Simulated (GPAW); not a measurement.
Eu in GPAW: convergence with convergence criteria

Eu:

```xyz
1
Lattice="0.0000 2.7893 2.7893 2.7893 0.0000 2.7893 2.7893 2.7893 0.0000" Properties=species:S:1:pos:R:3 pbc="T T T"
Eu    0.0000    0.0000    0.0000
```

This isn't the form of Eu at room conditions, which is bcc.

```yaml
Program: GPAW 26.7.0
Task: convergence study
Functional: PBE
Potentials_or_basis: GPAW PAW data sets (gpaw-data 1.2.1)
Cutoff: 800 eV
Basis: pw
k_mesh: 6 × 6 × 6
Occupations: fermi-dirac, width 0.05 eV
Spin: collinear spin, ferromagnetic start
Starting_moments: "[7.0] μB"
```

These are the settings of the first run; the series varies convergence criteria, with any setting tied to it.

Hardware: 1 thread of Arm Neoverse V1 (shared host).

| convergence criteria | energy less the tightest run, at zero smearing (meV/atom) | pressure (GPa) | SCF cycles | CPU time (s) | peak memory (GiB) |
| --- | --- | --- | --- | --- | --- |
| density=0.001 energy=0.01 eigenstates=0.0001 | 0.00 | -0.53 | 11 | 36 | 0.21 |
| default | 0.00 | -0.46 | 14 | 49 | 0.21 |
| density=1e-05 energy=1e-05 | 0.00 | -0.46 | 17 | 56 | 0.21 |
| density=1e-05 forces=0.0001 | 0.00 | -0.46 | 18 | 57 | 0.21 |
| density=1e-06 energy=1e-06 eigenstates=1e-10 | 0.00 | -0.46 | 18 | 60 | 0.21 |

Against the tightest run, the energy stays within 1 meV/atom from density=0.001 energy=0.01 eigenstates=0.0001 on; the pressure stays within 0.1 GPa from density=0.001 energy=0.01 eigenstates=0.0001 on. The tightest run that finished is the yardstick and may itself not be fully converged.

Caveat, for the tightest run too: one-centre terms of the f shell are cut off. The state reached can hang on the start; a lower one may exist.
